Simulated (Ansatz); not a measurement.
CoO:

```
CELL_PARAMETERS angstrom
2.85630 0.00000 0.00000
-1.42815 2.47363 0.00000
0.00000 0.00000 2.78761
ATOMIC_POSITIONS crystal
Co 0.00000 0.00000 0.00000
O 0.66667 0.33333 0.50000
```

Measurements of this composition are mostly on another form, of space group No. 225.

A run of Ansatz 0.2.0 on this cell left the log below. Logs are shortened: lines on timing, memory, paths and dates and some standing lists are left out, and cuts for length are marked.

```text
Warning: RAYON_NUM_THREADS=2 ignored (pool sized by the plan → 2); use --threads N
Co: projections on atomic orbitals take those of the free atom 1s2 2s2 2p6 3s2 3p6 3d7 4s2, of charge +0.00 (hamiltonian.pseudopotentials.projection_atoms)
O: projections on atomic orbitals take those of the free atom 1s2 2s2 2p4, of charge +0.00 (hamiltonian.pseudopotentials.projection_atoms)
LAPW: plane waves up to 9.581 Å⁻¹, error target 1.0e-3 eV per atom; small_component_spin mean_spin; O in spheres of 0.980 Å, 8 of its electrons in bands, Dirac shells []; Co in spheres of 1.179 Å, 17 of its electrons in bands, Dirac shells [] (how accurate: hamiltonian.pseudopotentials.lapw.basis_error, Limitations)
Engine: ansatz 0.2.0, aarch64-unknown-linux-gnu
Pseudopotentials: kind: all_electron
Pseudopotential: Co, LAPW, valence charge 17, lapw/all_electron/scalar/gaussian/Co, Koelling and Harmon's equation, gaussian nucleus
Pseudopotential: O, LAPW, valence charge 8, lapw/all_electron/scalar/gaussian/O, Koelling and Harmon's equation, gaussian nucleus
Functional definition: PBE
  parameter kappa = 0.804
  parameter beta = 0.06672455060314922
  exchange = pbe_x(kappa = kappa, mu = beta*pi^2/3)
  correlation = pbe_c(beta = beta)
Crystal: 2 atoms, lattice volume = 19.696 Å³
Basis set: ecut = 349.7431955836196 eV, 315 PW (Γ), exchange–correlation at level 2
Bands: 18, of which v1, the nominal top of the filled ones, is band 13 counted from 1 (12 counted from 0)
Symmetry: 12 space group operations
Space group: P-6m2 (ITA 187), of the structure as read, at distance tolerance 2.7e-5 Å
Magnetic group: BNS 187.209 (UNI 1439), of the structure as read, at distance tolerance 2.7e-5 Å
k-points: 96 of 1210 (time reversal used)
Non-local potential: Co, projectors of the file, none
Non-local potential: O, projectors of the file, none
Initial density: superposition of atomic densities (chi_scale 0.1, normalization cell, long waves kept (reshape's long-wave potential 0.00 eV rms))
Starting moments: Σ|m| = 2 μB on 1 of 2 sites
Initial wavefunctions: plane waves of lowest kinetic energy (no species holds an atomic orbital)
[... 18 lines left out ...]
SCF iter  12: F=-39964.359445 eV  HF=-39964.359445 eV  |F-HF|=4.95e-10  |Δ(HF+E_count)|=   1.05e-8  Δρ=1.14e-6 (↑5.68e-7 ↓1.14e-6)  dr2=5.01e-10  dr2_m=3.52e-11  M=3.000 μB ∫|m|=3.052 μB  ethr=4.84e-11  ⟨swp⟩=2.9  Hψ=9914  notcnv=0
SCF 1 converged in 12 iterations: F = -39964.359445 eV  dr2 = 5.01e-10
SCF converged after 12 iterations
Magnetization: 3.0000 μB (14.0000 up, 11.0000 down)
Absolute magnetization: 3.0519 μB (∫|ρ↑−ρ↓|)
Spin contamination: 0.0117 ħ² per cell (⟨S²⟩ above its minimum at these occupations)
Per-site moments (μB) at R_I (Å): [(2.5937101872270123, 1.178786715926018), (0.4124117003816483, 0.9804189625494938)]
Free energy (F): -39964.359445 eV
Harris-Foulkes:  -39964.359445 eV  (|F-HF|=4.95e-10)
Internal energy: -39964.331413 eV  (E = F + TS)
E sigma→0 (E₀):  -39964.345429 eV
Entropy (-TS):   -0.028032 eV (-14.016 meV/atom)
Fermi energy:    13.700258 eV
--- Per-component energies (eV) ---
  E_band       = -1297.667316
  E_kinetic    = 40522.232839
  E_xc         = -1856.597760
  E_electrostatic = -78629.966492  (all electrons and nuclei)
  E_smearing   = -0.028032  (= −TS)
  E_closure    = 0.000000  (closes the sum)
  E_atoms      = -39950.192766  (free atoms, spherical and without spin; not in F)
  Σ components = -39964.359445   (vs F -39964.359445, Δ=0.00e0)
  Basis errors (estimates in eV, not in F): energy 4.0e-4 per atom: plane waves 3.3e-4 (1.8e-4 summed), levels above the bands 1.3e-123, relativity 4.2e-8, radial functions 6.8e-5, core shells 4.6e-9; eigenvalues (radial functions only) 1.4e-5; not estimated: angular momenta, meshes, grids; target (lapw.basis_error) 1.0e-3; muffin-tin radii O 0.980 Å, Co 1.179 Å
--- Forces (eV/Å), atoms counted from 1 ---
  atom   1  Co     0.00000000    -0.00000000     0.00000000
  atom   2  O     -0.00000000    -0.00000000     0.00000000
  max |Σ_I F_I| component: 6.36e-17 eV/Å
--- Stress (GPa, compression-positive) ---
       -6.171278      -0.000000       0.000000
        0.000000      -6.171278       0.000000
        0.000000       0.000000     -10.520282
  P = ⅓ Tr σ = -7.6209 GPa (-76.209 kbar)
--- Band table (eV; the first three rows and the last of 192) ---
  k-point 0 ↑: bands = ["-493.0544", "-83.4766", "-46.8762", "-46.6285", "-46.6285", "-6.4320", "8.9750", "8.9750", "9.5548", "10.1147", "10.7259", "10.7259", "12.6668", "12.6668", "14.1428", "28.0038", "29.6531", "29.6531"]
  k-point 1 ↑: bands = ["-493.0544", "-83.4762", "-46.8808", "-46.6281", "-46.6281", "-6.3531", "8.8493", "9.0137", "9.0137", "10.3557", "10.6555", "10.6555", "12.6768", "12.6768", "14.6907", "27.3965", "29.8843", "29.8843"]
  k-point 2 ↑: bands = ["-493.0544", "-83.4753", "-46.8928", "-46.6271", "-46.6271", "-6.1372", "7.6054", "9.1057", "9.1057", "10.5104", "10.5104", "10.7032", "12.6706", "12.6706", "15.8635", "25.8669", "30.5700", "30.5700"]
  k-point 95 ↓: bands = ["-492.7160", "-80.3762", "-43.7410", "-43.7374", "-43.7261", "-4.0187", "7.6705", "7.9599", "9.2568", "12.6546", "13.6948", "14.1456", "14.6992", "15.9759", "19.7572", "22.2985", "26.0720", "28.0472"]
--- Löwdin populations: 2 sites ---
  site symbol       q [e]    m [muB]
     0     Co     25.9084     2.5398
     1      O      8.9481     0.4766
  spilling = 0.004101 (of n_electrons = 35.000000)
```

Problem. Write the input and the command behind it.

Solution. Single point with PBE, collinear spin, ferromagnetic start. The files as run (others can give the same):

input.yaml
```yaml
crystal:
  lattice:
    - [2.85629923, 0.0, 0.0]
    - [-1.42814961, 2.47362769, 0.0]
    - [0.0, 0.0, 2.78760653]
  atoms:
    - { symbol: Co, position: [0.0, 0.0, 0.0], spin: 2.0 }
    - { symbol: O, position: [0.6666666667, 0.3333333333, 0.5] }
kpoints:
  mp_grid: { grid: [11, 11, 10] }
scf:
  occupations: { method: fermi_dirac, width: 0.05 }
hamiltonian:
  xc: pbe
  pseudopotentials: { kind: all_electron, lapw: { basis_error: 0.001 } }
magnetization:
  spin_polarized: true
output:
  forces: true
  stress: true
  eigenvalues: true
  populations: true
```

Potentials or basis: all-electron LAPW, scalar-relativistic.
The run is started by
```console
$ ansatz run input.yaml --threads 2 --pin off --max-ram 6144MiB --backend cpu --events-out ev --progress --plain --runs-dir out
```

Caveat: a cell with one magnetic atom can't hold antiferromagnetic order, which such compounds often take; semilocal functionals often make such compounds metallic where correlation or magnetic order opens a gap, which also shifts bond lengths.
